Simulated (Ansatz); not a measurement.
MoSe2 under changes of volume

One of the cells (20.129 Å³/atom); the others are scaled copies at fixed shape and fractional positions:

```xyz
6
Lattice="3.2880 0.0000 0.0000 -1.6440 2.8475 0.0000 0.0000 0.0000 12.9000" Properties=species:S:1:pos:R:3 pbc="T T T"
Mo    1.6440    0.9492    9.6750
Mo    0.0000    1.8983    3.2250
Se    1.6440    0.9492    4.8375
Se    0.0000    1.8983   11.2875
Se    1.6440    0.9492    1.6125
Se    0.0000    1.8983    8.0625
```

```yaml
Program: Ansatz 0.2.0
Functional: RPBE
Dispersion: D4
Potentials_or_basis: Ansatz PAW
Cutoff: "420 eV (not typed: the program's choice for these potentials)"
k_mesh: 9 × 9 × 2
Occupations: fermi-dirac, width 0.05 eV
Spin: no spin polarisation
```

```tsv
volume (Å³/atom)	energy over the lowest point (meV/atom)	largest force (eV/Å)
18.922	68.87	2.360
19.324	40.63	1.933
19.727	21.13	1.537
20.129	9.49	1.171
20.532	4.91	0.830
20.935	0.00	0.715
21.337	?	?
```

What does the run at 21.337 Å³/atom give?

Energy over the lowest point 0.64 meV/atom; largest force 0.221 eV/Å.

Worked out: A Birch-Murnaghan fit of order 3 (a polynomial in V^(-2/3)) to the other rows has no minimum within the range. It gives -2.40 meV/atom at 21.337 Å³/atom, against the run's 0.64. Pressures are left out, since they don't match the slope of the energies.

Energies are extrapolated to zero smearing.

Caveats: the cell's inner coordinates are idealised or old, which leaves forces on the atoms; the PAW data sets come from PBE, with cores solved anew for the run's functional, which leaves a small shift of forces and pressure.
